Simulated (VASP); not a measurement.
# A VASP 6.6.1 single-point calculation on CdSe

INCAR

```
NSW = 0
NBANDS = 16
GGA = PE
ISIF = 2
NELM = 120
ENCUT = 520
LWAVE = .FALSE.
ISMEAR = 1
SIGMA = 0.2
IBRION = -1
PREC = Accurate
LREAL = .FALSE.
LASPH = .TRUE.
LCHARG = .FALSE.
EDIFF = 1E-7
```

KPOINTS

```
KPOINTS created by Atomic Simulation Environment
0
Gamma
4 4 4
0 0 0
```

POSCAR

```
Cd Se
 1.0000000000000000
    -0.0398307578000000    3.0586280172000002    3.0586280172000002
     3.0586280172000002   -0.0398307578000000    3.0586280172000002
     3.0586280172000002    3.0586280172000002   -0.0398307578000000
 Cd  Se
   1   1
Cartesian
 -0.0083098960271431 -0.0083098960271431 -0.0083098960271431
  1.5276662151771427  1.5276662151771427  1.5276662151771430
```

The recommended PBE PAW datasets give the neutral cell 18 valence electrons.

Command

```
mpirun -np 1 vasp_std
```

OSZICAR

```
N       E                     dE             d eps       ncg     rms          rms(c)
DAV:   1     0.103237746425E+03    0.10324E+03   -0.87695E+03   440   0.100E+03
DAV:   2    -0.193396654805E+01   -0.10517E+03   -0.98887E+02   504   0.242E+02
DAV:   3    -0.582749556117E+01   -0.38935E+01   -0.38888E+01   496   0.482E+01
DAV:   4    -0.584403920932E+01   -0.16544E-01   -0.16543E-01   568   0.314E+00
DAV:   5    -0.584415184297E+01   -0.11263E-03   -0.11263E-03   480   0.220E-01    0.580E+00
DAV:   6    -0.546747363178E+01    0.37668E+00   -0.56233E-01   624   0.872E+00    0.466E+00
DAV:   7    -0.544381517128E+01    0.23658E-01   -0.14720E-01   520   0.254E+00    0.204E+00
DAV:   8    -0.544505507633E+01   -0.12399E-02   -0.14301E-02   472   0.142E+00    0.244E-01
DAV:   9    -0.544530761680E+01   -0.25254E-03   -0.14891E-03   520   0.481E-01    0.496E-02
DAV:  10    -0.544538927712E+01   -0.81660E-04   -0.16491E-04   536   0.158E-01    0.463E-02
DAV:  11    -0.544544628846E+01   -0.57011E-04   -0.89446E-05   496   0.586E-02    0.165E-02
DAV:  12    -0.544544618288E+01    0.10558E-06   -0.17305E-06   528   0.156E-02    0.646E-03
DAV:  13    -0.544544698154E+01   -0.79866E-06   -0.19179E-06   520   0.700E-03    0.286E-03
DAV:  14    -0.544544695624E+01    0.25294E-07   -0.55123E-08   416   0.179E-03
   1 F= -.54454470E+01 E0= -.54457974E+01  d E =0.105122E-02
```

Standard output (part)

```
POSCAR found type information on POSCAR CdSe
 POSCAR found :  2 types and       2 ions
 LDA part: xc-table for (Slater+PW92), standard interpolation
 POSCAR, INCAR and KPOINTS ok, starting setup
 WAVECAR not read
 entering main loop
```

From OUTCAR

```
k-points           NKPTS =     13   k-points in BZ     NKDIM =     13   number of bands    NBANDS=     16

   NELECT =      18.0000    total number of electrons

   dimension x,y,z NGX =    32 NGY =   32 NGZ =   32
   dimension x,y,z NGXF=    64 NGYF=   64 NGZF=   64

  energy-cutoff  :      520.00
  volume of cell :       58.35
      direct lattice vectors                 reciprocal lattice vectors
    -0.039830758  3.058628017  3.058628017    -0.160312947  0.162428155  0.162428155
     3.058628017 -0.039830758  3.058628017     0.162428155 -0.160312947  0.162428155
     3.058628017  3.058628017 -0.039830758     0.162428155  0.162428155 -0.160312947

 k-points in reciprocal lattice and weights: KPOINTS created by Atomic Simulation Env
   0.00000000  0.00000000  0.00000000       0.016
   0.25000000  0.00000000 -0.00000000       0.094
   0.50000000  0.00000000 -0.00000000       0.047
   0.25000000  0.25000000  0.00000000       0.094
   0.50000000  0.25000000  0.00000000       0.188
  -0.25000000  0.25000000  0.00000000       0.094
   0.50000000  0.50000000  0.00000000       0.047
   0.25000000  0.25000000  0.25000000       0.031
   ...

 E-fermi :   0.8725

 k-point     1 :       0.0000    0.0000    0.0000
  band No.  band energies     occupation
      1     -11.7012      2.00000
      2      -7.1628      2.00000
      3      -7.1628      2.00000
      4      -7.1560      2.00000
      5      -6.8274      2.00000
      6      -6.8274      2.00000
      7       0.6602      2.06079
      8       0.6602      2.06079
      9       0.7362      1.90644
     10       1.2029     -0.04139
     11       6.5318      0.00000
     12       6.5318      0.00000
     13       6.7416      0.00000
     14      10.3147      0.00000
     15      11.6858      0.00000
     16      11.6858      0.00000

 k-point     2 :       0.2500    0.0000   -0.0000
  band No.  band energies     occupation
      1     -11.5330      2.00000
      2      -7.1128      2.00000
      3      -7.1098      2.00000
      4      -6.9639      2.00000
      5      -6.8269      2.00000
      6      -6.8237      2.00000
      7      -1.9184      2.00000
      8       0.2869      2.00028
      9       0.3621      2.00183
     10       2.9189     -0.00000
     11       6.5639      0.00000
     12       7.0760      0.00000
     13       7.1732      0.00000
     14      10.6294      0.00000
     15      10.7616      0.00000
     16      10.8267      0.00000

 k-point     3 :       0.5000    0.0000   -0.0000
  band No.  band energies     occupation
      1     -11.3620      2.00000
      2      -7.0760      2.00000
      3      -7.0759      2.00000
      4      -6.8102      2.00000
      5      -6.8037      2.00000
      6      -6.5631      2.00000
      7      -3.5189      2.00000
      8      -0.0359      2.00000
      9       0.0421      2.00000
     10       3.0537     -0.00000
     11       7.1268      0.00000
     12       7.1382      0.00000
     13       7.9770      0.00000
     14      10.6363      0.00000
     15      12.5072      0.00000
     16      12.7838      0.00000

 ...

  Total        0.4813848      0.4813848      0.4813848      0.0948385      0.0948385      0.0948385
  in kB       13.2187943     13.2187943     13.2187943      2.6042588      2.6042588      2.6042588
  external PRESSURE =      13.2187943 kB  Pullay stress =       0.0000000 kB

 POSITION                                       TOTAL-FORCE (eV/Angst)
 -----------------------------------------------------------------------------------
      6.06912      6.06912      6.06912        -0.000422     -0.000422     -0.000422
      1.52767      1.52767      1.52767         0.000422      0.000422      0.000422
 -----------------------------------------------------------------------------------
    total drift:                                0.000114      0.000114      0.000114

  FREE ENERGIE OF THE ION-ELECTRON SYSTEM (eV)
  ---------------------------------------------------
  free  energy   TOTEN  =        -5.4454469562 eV

  energy  without entropy=       -5.4464981779  energy(sigma->0) =       -5.44579736
```

It converged. Results: gap between bands v and c on the k mesh 0.47 eV; least direct gap on the k mesh 0.47 eV; pressure 1.3 GPa. Band v is the last that the valence electrons fill when counted band by band, and c is the next.

These settings aren't sound, so the numbers aren't properties of the crystal.

On sound settings PBE gives a gap of 0.48 eV on its mesh and a pressure of 1.1 GPa for the intended cell.

The run took about 12 s on one core of a shared host (Intel Xeon Platinum 8488C) and held 0.18 GiB at most.
